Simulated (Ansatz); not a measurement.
# TePb (Fm-3m) in Ansatz: equation of state

Aim: energy against volume of TePb in PBEsol, for its equilibrium volume and stiffness.

All numbers are computed with Ansatz 0.2.0; they aren't measurements. Logs are shortened: lines on timing, memory, paths and dates and some standing lists are left out, and cuts for length are marked.

## (1) The structure

Symmetry: Fm-3m, No. 225, cubic system. Conventional cell: a = 6.462 Å, b = 6.462 Å, c = 6.462 Å, α = 90.00°, β = 90.00°, γ = 90.00°. Pb (site symmetry m-3m) has 6 Te at 3.23 Å as nearest neighbours. Te (site symmetry m-3m) has 6 Pb at 3.23 Å as nearest neighbours.

## (2) Equation of state, PBEsol

Potentials or basis: all-electron LAPW, scalar-relativistic.

This step only gathers the single runs of the series.

Results:

- Equilibrium volume: 33.42 Å³/atom
- Bulk modulus: 45 GPa
- Pressure derivative of the bulk modulus: 4.5

Energy against volume, from the lowest point:
```
volume (Å³/atom)  energy (meV/atom)
          31.706              13.15
          32.380               4.40
          33.055               0.18
          33.730               0.00
          34.404               3.45
          35.079              10.13
          35.753              19.71
```

 The run has no spin-orbit coupling, so splittings on Pb, Te are missing.
